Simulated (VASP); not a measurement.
# ZnS (P6_3mc) in VASP: notebook, part 2 of 2

VASP 6.6.1. The steps go on from the part before.

### Step 3. Single point, PBE (18.98 Å³/atom)

This run uses another cell than the first one, of 18.98 Å³/atom.

File INCAR:

```
PREC = Accurate ; ENCUT = 520
EDIFF = 1E-6 ; ISMEAR = 0
SIGMA = 0.02 ; LREAL = F
LASPH = T ; NELM = 80
ALGO = Normal ; ISIF = 2
LWAVE = F ; LCHARG = F
GGA = PE ; NBANDS = 26
```

File KPOINTS:

```
Automatic mesh
0
Gamma
  12 12 6
```

File POSCAR:

```
ZnS
1.0
    3.7640888526      0.0000000000      0.0000000000
   -1.8820444263      3.2597965684      0.0000000000
    0.0000000000      0.0000000000      6.1861467196
Zn S
2 2
Direct
    0.3333333333      0.6666666667      0.0055746579
    0.6666666667      0.3333333333      0.5055746579
    0.3333333333      0.6666666667      0.3794253421
    0.6666666667      0.3333333333      0.8794253421
```

Potentials or basis: VASP PAW PBE potentials, release 64 (Zn, S).

Run with:

```bash
$ cat potpaw_PBE.64/Zn/POTCAR potpaw_PBE.64/S/POTCAR > POTCAR
$ mpirun -np 1 vasp_std > vasp.out
```

OUTCAR:

```text
PREC = Accurate
   ENCUT = 520
   EDIFF = 1E-6
   ISMEAR = 0
   LREAL = F
   LASPH = T
   NELM = 80
   ISIF = 2
   GGA = PE

 ion  position               nearest neighbor table
   1  0.333  0.667  0.006-   4 2.31   4 2.31   4 2.31   3 2.31
   2  0.667  0.333  0.506-   3 2.31   3 2.31   3 2.31   4 2.31
   3  0.333  0.667  0.379-   2 2.31   2 2.31   2 2.31   1 2.31
   4  0.667  0.333  0.879-   1 2.31   1 2.31   1 2.31   2 2.31

  LATTYP: Found a hexagonal cell.
 ALAT       =     3.7640888526
[... 895 lines left out ...]

  FORCE on cell =-STRESS in cart. coord.  units (eV):
  Direction    XX          YY          ZZ          XY          YZ          ZX
  --------------------------------------------------------------------------------------
  -------------------------------------------------------------------------------------
  Total        2.4091295      2.4091295      2.3883206      0.0000000      0.0000000      0.0000000
  in kB       50.8510762     50.8510762     50.4118488      0.0000000      0.0000000      0.0000000
  external PRESSURE =      50.7046671 kB  Pullay stress =       0.0000000 kB

 VOLUME and BASIS-vectors are now :
 -----------------------------------------------------------------------------
  energy-cutoff  :      520.00
  volume of cell :       75.91
      direct lattice vectors                 reciprocal lattice vectors
     3.764088853  0.000000000  0.000000000     0.265668543  0.153383805  0.000000000
    -1.882044426  3.259796568  0.000000000     0.000000000  0.306767609  0.000000000
     0.000000000  0.000000000  6.186146720     0.000000000  0.000000000  0.161651517

 POSITION                                       TOTAL-FORCE (eV/Angst)
 -----------------------------------------------------------------------------------
     -0.00000      2.17320      0.03449         0.000000      0.000000      0.005036
      1.88204      1.08660      3.12756        -0.000000     -0.000000      0.005036
     -0.00000      2.17320      2.34718        -0.000000      0.000000     -0.005036
      1.88204      1.08660      5.44025         0.000000      0.000000     -0.005036
 -----------------------------------------------------------------------------------
    total drift:                               -0.000001     -0.000001     -0.001019

  FREE ENERGIE OF THE ION-ELECTRON SYSTEM (eV)
  ---------------------------------------------------
  free  energy   TOTEN  =       -13.6181716722 eV

  energy  without entropy=      -13.6181716722  energy(sigma->0) =      -13.61817167
```

Run time: 68 s. Hardware: 1 thread of AMD EPYC 9R45 (Zen 5), shared host; peak memory 0.23 GiB.

Results:

| Quantity | Value |
| --- | --- |
| Free energy | -13.6182 eV |
| Pressure | 5.1 GPa |
| Largest force | 0.005 eV/Å |
| Band gap on the k mesh | 2.36 eV |

Forces in eV/Å, atoms in the order of the input:
```
Zn   0.000  0.000  0.005
Zn   0.000  0.000  0.005
S    0.000  0.000 -0.005
S    0.000  0.000 -0.005
```

Levels at points of the mesh, in eV from the valence-band top:
```tsv
k point	band 16	band 17	band 18	band 19	band 20	band 21
(0.00, 0.00, 0.00)	-0.10	0.00	0.00	2.36	3.18	6.29
(0.50, 0.00, 0.00)	-2.36	-1.80	-0.94	3.64	4.33	5.07
(0.00, 0.00, 0.50)	-0.49	-0.49	-0.49	3.67	3.67	6.76
(0.50, 0.00, 0.50)	-1.73	-1.70	-1.70	3.54	3.54	5.20
```

Caveat: the cell stands under pressure. A k mesh can miss the band edges.

### Step 4. Single point, PBE (19.58 Å³/atom)

This run uses another cell than the first one, of 19.58 Å³/atom.

File INCAR:

```
SYSTEM = ZnS
PREC = Accurate
ENCUT = 520
EDIFF = 1E-6
ISMEAR = 0
SIGMA = 0.02
LREAL = .FALSE.
LASPH = .TRUE.
NELM = 60
ALGO = Normal
ISIF = 2
LWAVE = .FALSE.
LCHARG = .FALSE.
GGA = PE
NBANDS = 26
```

File KPOINTS:

```
regular mesh
0
G
  12 12 6
  0 0 0
```

File POSCAR:

```
ZnS
1.0
    3.8066469361      0.0000000000      0.0000000000
   -1.9033234680      3.2966529499      0.0000000000
    0.0000000000      0.0000000000      6.2416388126
Zn S
2 2
Direct
    0.3333333333      0.6666666667      0.0052197925
    0.6666666667      0.3333333333      0.5052197925
    0.3333333333      0.6666666667      0.3797802075
    0.6666666667      0.3333333333      0.8797802075
```

Run with:

```bash
$ cat potpaw_PBE.64/Zn/POTCAR potpaw_PBE.64/S/POTCAR > POTCAR
$ mpirun -np 1 vasp_std > vasp.out
```

Run time: 64 s. Hardware: 1 thread of AMD EPYC 9R45 (Zen 5), shared host; peak memory 0.24 GiB.

Results (log left out):

| Item | Value |
| --- | --- |
| Free energy | -13.6746 eV |
| Pressure | 2.4 GPa |
| Largest force | 0.008 eV/Å |
| Band gap on the k mesh | 2.22 eV |

Forces in eV/Å, atoms in the order of the input:
```
Zn   0.000  0.000  0.008
Zn   0.000  0.000  0.008
S    0.000  0.000 -0.008
S    0.000  0.000 -0.008
```

Levels at points of the mesh, in eV from the valence-band top:
```
           k point  band 16  band 17  band 18  band 19  band 20  band 21
(0.00, 0.00, 0.00)    -0.08     0.00     0.00     2.22     3.11     6.31
(0.50, 0.00, 0.00)    -2.25    -1.69    -0.89     3.66     4.26     5.12
(0.00, 0.00, 0.50)    -0.47    -0.47    -0.47     3.57     3.57     6.77
(0.50, 0.00, 0.50)    -1.64    -1.62    -1.62     3.55     3.55     5.22
```

A k mesh can miss the band edges.

### Step 5. Single point, PBE

This run uses another cell than the first one, of 20.19 Å³/atom.

INCAR, as its differences from that of step 4:

```diff
@@ -12,4 +12,6 @@
 LWAVE = .FALSE.
-LCHARG = .FALSE.
+LCHARG = .TRUE.
 GGA = PE
+LELF = .TRUE.
+LVHAR = .TRUE.
 NBANDS = 26
```

File KPOINTS:

```
Automatic mesh
0
G
  12 12 6
  0 0 0
```

File POSCAR:

```
ZnS
1.0
    3.8454929552      0.0000000000      0.0000000000
   -1.9227464776      3.3302945892      0.0000000000
    0.0000000000      0.0000000000      6.3053334038
Zn S
2 2
Direct
    0.3333333333      0.6666666667      0.0052197925
    0.6666666667      0.3333333333      0.5052197925
    0.3333333333      0.6666666667      0.3797802075
    0.6666666667      0.3333333333      0.8797802075
```

Run with:

```bash
$ cat potpaw_PBE.64/Zn/POTCAR potpaw_PBE.64/S/POTCAR > POTCAR
$ mpirun -np 1 vasp_std > vasp.out
```

Wall time 74 s (1 thread of AMD EPYC 9R45 (Zen 5), shared host); peak memory 0.25 GiB.

It converged, with:

```yaml
Free_energy: -13.6938 eV
Pressure: 0.1 GPa
Band_gap_on_the_k_mesh: 2.08 eV
```

Levels at points of the mesh, in eV from the valence-band top:
```csv
k point,band 14,band 15,band 16,band 17,band 18,band 19,band 20,band 21,band 22,band 23
"(0.00, 0.00, 0.00)",-0.85,-0.85,-0.07,0.00,0.00,2.08,3.05,6.33,6.33,6.59
"(0.50, 0.00, 0.00)",-4.01,-3.14,-2.14,-1.61,-0.85,3.68,4.18,5.14,6.93,7.29
"(0.00, 0.00, 0.50)",-2.80,-0.45,-0.45,-0.45,-0.45,3.48,3.48,6.76,6.76,6.78
"(0.50, 0.00, 0.50)",-4.74,-1.56,-1.56,-1.54,-1.54,3.54,3.54,5.24,5.24,8.78
```

### Step 6. Single point, PBE

This run uses another cell than the first one, of 20.19 Å³/atom.

File INCAR:

```
ALGO = Normal ; EDIFF = 1E-6
ENCUT = 520 ; GGA = PE
ISIF = 2 ; ISMEAR = 0
LASPH = T ; LCHARG = F
LREAL = F ; LWAVE = F
NBANDS = 26 ; NELM = 100
PREC = Accurate ; SIGMA = 0.02
```

File KPOINTS:

```
k-points
0
Gamma
  12 12 6
```

POSCAR is that of step 5.

Potentials or basis: VASP PAW PBE potentials, release 64 (Zn, S).

Run with:

```bash
$ cat potpaw_PBE.64/Zn/POTCAR potpaw_PBE.64/S/POTCAR > POTCAR
$ mpirun -np 1 vasp_std > vasp.out
```

It took 70 s on 1 thread of AMD EPYC 9R45 (Zen 5), shared host; peak memory 0.25 GiB.

The run converged. Its results:

```yaml
Free_energy: -13.6938 eV
Pressure: 0.1 GPa
Band_gap_on_the_k_mesh: 2.08 eV
```

Levels at points of the mesh, in eV from the valence-band top:
```tsv
k point	band 16	band 17	band 18	band 19	band 20	band 21
(0.00, 0.00, 0.00)	-0.07	0.00	0.00	2.08	3.05	6.33
(0.50, 0.00, 0.00)	-2.14	-1.61	-0.85	3.68	4.18	5.14
(0.00, 0.00, 0.50)	-0.45	-0.45	-0.45	3.48	3.48	6.76
(0.50, 0.00, 0.50)	-1.56	-1.54	-1.54	3.54	3.54	5.24
```

### Step 7. The runs side by side

```tsv
cell	gap on the mesh (eV)	pressure (GPa)	largest force (eV/Å)
a = 3.722, b = 3.722, c = 6.125 Å, angles 90.0, 90.0, 120.0°, 4 atoms	2.50	8.2	-
a = 3.764, b = 3.764, c = 6.186 Å, angles 90.0, 90.0, 120.0°, 4 atoms	2.36	5.1	0.01
a = 3.807, b = 3.807, c = 6.242 Å, angles 90.0, 90.0, 120.0°, 4 atoms	2.22	2.4	0.01
a = 3.845, b = 3.845, c = 6.305 Å, angles 90.0, 90.0, 120.0°, 4 atoms	2.08	0.1	-
```

Alike in all rows: task single point; level PBE; potentials or basis VASP PAW PBE potentials, release 64 (Zn, S); no spin polarisation; k mesh 12 × 12 × 6; cutoff (eV) 520; smearing gaussian 0.02 eV.

Caveats: the cell stands under pressure (at least some runs).

Total energies depend on the potentials used, so only differences within one code and one set of settings carry meaning.

### Step 8. Against experiment

Step 5. Against the measured gap of ZnS, 3.911 eV (direct; 4 K; a printed reference work, monograph), the calculated 2.08 eV is off by -1.83 eV. The value is that of PBE on a finite k mesh, which can miss the band edges, without temperature or zero-point motion. Semilocal functionals fall short of measured gaps as a rule.

Step 6. Measured gap of ZnS: 3.911 eV (direct; 4 K; a printed reference work, monograph). This calculation gives 2.08 eV (-1.83 eV). The value is that of PBE on a finite k mesh, which can miss the band edges, without temperature or zero-point motion. Semilocal functionals fall short of measured gaps as a rule.
